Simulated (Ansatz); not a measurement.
Response of PbSe to small distortions

```xyz
2
Lattice="0.0000 3.0621 3.0621 3.0621 0.0000 3.0621 3.0621 3.0621 0.0000" Properties=species:S:1:pos:R:3 pbc="T T T"
Pb    0.0000    0.0000    0.0000
Se    3.0621    3.0621    3.0621
```

Atoms are numbered in the order listed.

The cell is COD entry 9008695, as deposited and not checked against the literature; nothing was relaxed.

No spin–orbit coupling, which matters for the heavy atoms here.

These are results of DFT, PBE, all-electron LAPW, scalar-relativistic (Ansatz 0.2.0), not measurements.

The runs use a Γ-centred 9×9×9 k mesh, Fermi–Dirac smearing of 0.01 eV, basis error target 0.25 meV/atom, no spin polarisation.

The unchanged cell is at 2.33 GPa.

x, y and z are the Cartesian axes of the cell as listed; fractional coordinates follow a strain, and an engineering shear is twice the off-diagonal strain component.

With equal xy, yz and zx engineering shear strains of -3 %: energy change +4 meV/atom; stress change (xx, yy, zz, yz, xz, xy) 0.00, 0.00, 0.00, 0.47, 0.47, 0.47 GPa, compression positive.

Q: With this change (equal xy, yz and zx engineering shear strains of -1 %), what becomes of the energy and stress?

A: Energy change under 1 meV/atom; stress change (xx, yy, zz, yz, xz, xy) 0.00, 0.00, 0.00, 0.17, 0.17, 0.17 GPa, compression positive.

With equal xy, yz and zx engineering shear strains of +2 %: energy change +2 meV/atom; stress change (xx, yy, zz, yz, xz, xy) 0.00, 0.00, 0.00, -0.35, -0.35, -0.35 GPa, compression positive.

Q: With this change (equal xy, yz and zx engineering shear strains of -2 %), what becomes of the energy and stress?

A: Energy change +2 meV/atom; stress change (xx, yy, zz, yz, xz, xy) 0.00, 0.00, 0.00, 0.32, 0.32, 0.32 GPa, compression positive.

Q: With this change (equal xy, yz and zx engineering shear strains of +1 %), what becomes of the energy and stress?

A: Energy change under 1 meV/atom; stress change (xx, yy, zz, yz, xz, xy) 0.00, 0.00, 0.00, -0.17, -0.17, -0.17 GPa, compression positive.

With equal xy, yz and zx engineering shear strains of +3 %: energy change +4 meV/atom; stress change (xx, yy, zz, yz, xz, xy) 0.00, 0.00, 0.00, -0.54, -0.54, -0.54 GPa, compression positive.
